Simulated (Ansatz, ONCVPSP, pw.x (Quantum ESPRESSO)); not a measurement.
**From atom to crystal: ONCV potential for In**

```
Element                 : In
Generator               : ONCVPSP 4.0.1.1 (patched build)
Type                    : optimised norm-conserving Vanderbilt (ONCV)
Functional              : PBE
Relativity              : scalar-relativistic
Frozen core             : [Kr] 4d10
Valence charge          : 3
Reference configuration : 5s2 5p1
Partial waves           : 5s: rc 2.30 bohr, ncon 3, nbas 6, qcut 2.9 1/bohr, 1 projector; 5p: rc 3.20 bohr, ncon 4, nbas 8, qcut 3 1/bohr, 2 projectors, debl 1.2 Ha; d scattering state at 0.02 Ha: rc 2.80 bohr, ncon 4, nbas 8, qcut 3.7 1/bohr, 2 projectors, debl 2.8 Ha
Local potential         : polynomial inside 2.20 bohr (lpopt 5, dvloc0 1 Ha)
Core correction         : Teter function fitted to the true core (icmod 2), fcfact 0.7
```

Atomic tests: cutoffs needed: 5.2 Ha and 17 Ha (the cutoffs (Ha) at which the residual kinetic energy of the hardest occupied pseudo-wave falls to 1 and 0.1 mHa per electron) The cutoffs count occupied waves only; projector 2 of the d channel, the hardest unoccupied one, needs 40 Ha at the loose tolerance.; ghost test: no bound ghost flagged; GHOST(+) flagged for d at 429.8 eV; largest excitation error: -188 meV (all-electron minus pseudo) for 5s1 5p0, out of 4 test configurations.

Crystal test: fcc In in pw.x 7.5, no spin, 12³ k-points, Fermi–Dirac smearing 0.01 Ry, cutoffs 50/200 Ry. The reference is all-electron LAPW (Ansatz 0.2.0) with the same functional, mesh and smearing; V0 and B0 come from Birch–Murnaghan fits to the pressures at five volumes. Errors are pseudo minus all-electron; Δ is the rms difference of the E(V) curves that follow from these fits, minima aligned, over ±6 % about the mean V0. Mesh and smearing are coarse, so the numbers serve the comparison and aren't converged zero-temperature values; the lattice is a test structure that the element need not adopt.

```
V (Å³/atom)  P all-electron (GPa)  P pseudo (GPa)
     26.366                  1.64           -0.03
     27.060                  0.58           -0.97
     27.754                 -0.32           -1.77
     28.448                 -1.08           -2.45
     29.142                 -1.74           -3.01
```

All-electron: a0 = 4.791 Å (V0 = 27.50 Å³/atom), B0 = 34.9 GPa.

Pseudopotential: mean pressure error (GPa): -1.46. The pressure does not cross zero within the volumes sampled, so no fit is given. This is a poor potential for the solid.

**Question.** At the middle volume, how do free energy and pressure move when the wave cutoff is lowered (ecutrho kept at four times it)?

**Answer.**

```
cutoff (Ry)  shift of F (meV/atom)  shift of P (GPa)
         22                  +25.6             +0.25
         30                  +14.2             -0.05
         40                   +3.6             +0.15
```

The run at the middle volume (72 k-points, 8 iterations) took about 11 s on one core of a shared host (AMD EPYC 7R43 64-Core Processor, 256 threads, 1004 GiB, load 147).
